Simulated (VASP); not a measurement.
**Sm under changes of volume**

One of the cells (34.508 Å³/atom); the others are scaled copies at fixed shape and fractional positions:

```xyz
1
Lattice="-1.8293 1.8293 2.5779 1.8293 -1.8293 2.5779 1.8293 1.8293 -2.5779" Properties=species:S:1:pos:R:3 pbc="T T T"
Sm    0.0000    0.0000    0.0000
```

This isn't the form of Sm at room conditions, which is rhombohedral.

```yaml
Program: VASP 6.6.1
Functional: PBE
Potentials_or_basis: VASP PAW PBE potentials, release 64 (Sm)
Cutoff: 520 eV
k_mesh: 10 × 10 × 10
Occupations: fermi-dirac, width 0.05 eV
Spin: collinear spin, ferromagnetic start
Starting_moments: "[5.0] μB"
```

| volume (Å³/atom) | energy over the lowest point (meV/atom) | pressure (GPa) | moment (μB per cell) |
| --- | --- | --- | --- |
| 31.802 | 74.60 | 4.6 | 6.53 |
| 32.478 | 56.09 | 3.9 | 6.55 |
| 33.155 | 40.24 | 3.3 | 6.55 |
| 34.508 | ? | ? | ? |
| 35.185 | 6.90 | 1.8 | 6.55 |
| 35.861 | 0.00 | 1.3 | 6.54 |

Q: What does the run at 34.508 Å³/atom give?

A: Energy over the lowest point 15.80 meV/atom; pressure 2.1 GPa; moment 6.55 μB per cell.

Worked out: A Birch-Murnaghan fit of order 3 (a polynomial in V^(-2/3)) to the other rows has no minimum within the range. It gives 15.82 meV/atom at 34.508 Å³/atom, against the run's 15.80, and -dE/dV = 2.4 GPa, against 2.1. A parabola through the other rows of the moment, of slope -0.00494 μB per Å³/atom there, gives 6.56 μB, against the run's 6.55.

Energies are extrapolated to zero smearing.

Caveats: the magnetic or orbital state may not be the lowest.
